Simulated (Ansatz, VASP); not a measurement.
# One calculation of WC4, two programs

```xyz
5
Lattice="-2.5430 2.5430 2.5430 2.5430 -2.5430 2.5430 2.5430 2.5430 -2.5430" Properties=species:S:1:pos:R:3 pbc="T T T"
W     0.0000    0.0000    0.0000
C     1.2715    1.2715    1.2715
C    -1.2715    1.2715    1.2715
C     1.2715    1.2715   -1.2715
C     1.2715   -1.2715    1.2715
```

Change from the starting cell: species swapped into the Hg4Pt type (Im-3m, No. 229).

Alike in both runs: task single point; functional PBE; k mesh 6 × 6 × 6; occupations gaussian, width 0.1 eV; no spin polarisation.

|  | VASP | Ansatz |
| --- | --- | --- |
| version | VASP 6.6.1 | Ansatz 0.2.0 |
| potentials or method | VASP PAW PBE potentials, release 64 (W_sv, C) | scalar-relativistic, plane waves, PAW |
| plane-wave cutoff (eV) | 520 | 420 |
| valence electrons in the cell | 30 | 30 |

VASP gave:

* gap on the k mesh at the Fermi level (eV): none
* pressure (GPa): -24.1

What did Ansatz give for the same quantities?

gap on the k mesh at the Fermi level (eV): none; pressure (GPa): -24.3.

A gap of «none» marks a metal or a gap that the smearing closes. The functional is the same, so the differences come from potentials, cutoffs and numerics.

Caveats: so large a pressure means that the cell lies far from this level's equilibrium, or that cutoff or potentials fall short (VASP). Spin-orbit coupling is left out, which matters for the levels of W.
